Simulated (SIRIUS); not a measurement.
## InP: single point with PBEsol

**What was measured.**

A printed reference work, data compilation reports, for a bulk crystal of InP at 1.6 K: band gap 1.4236 eV (direct).

InP:

```xyz
2
Lattice="0.0000 2.9305 2.9305 2.9305 0.0000 2.9305 2.9305 2.9305 0.0000" Properties=species:S:1:pos:R:3 pbc="T T T"
In    0.0000    0.0000    0.0000
P     4.3957    4.3957    4.3957
```

```json
{
 "Program": "SIRIUS 7.10.0",
 "Task": "single point",
 "Functional": "PBEsol",
 "Potentials or basis": "PseudoDojo 0.4.1 PBEsol standard (scalar relativistic)",
 "Cutoff": "960 eV",
 "Density cutoff": "3840 eV",
 "k mesh": "8 × 8 × 8",
 "Occupations": "fermi-dirac, width 0.05 eV",
 "Spin": "no spin polarisation",
 "Libxc names": "[\"XC_GGA_X_PBE_SOL\", \"XC_GGA_C_PBE_SOL\"]",
 "Energy tol": "1e-08 Ha",
 "Density tol": "1e-06",
 "Mixer": "anderson",
 "Mixing beta": "0.7",
 "Max scf": "100",
 "Radial cutoff for the potentials' integrals": "6.5 bohr"
}
```

```yaml
Pressure: 0.7 GPa
Band_gap_on_the_k_mesh: 0.61 eV
```

Run time: 44 s on 1 thread of Arm Neoverse V1, with other jobs on the host, peak memory 0.38 GiB.

Against the measured gap of InP, 1.4236 eV (direct; 1.6 K; a printed reference work, data compilation), the calculated 0.61 eV is off by -0.81 eV. Spin-orbit coupling on In is left out. The value is that of PBEsol on a finite k mesh, which can miss the band edges, without temperature or zero-point motion. Semilocal functionals fall short of measured gaps as a rule.

Caveat: spin-orbit coupling is left out, which moves the levels of the heavy elements.
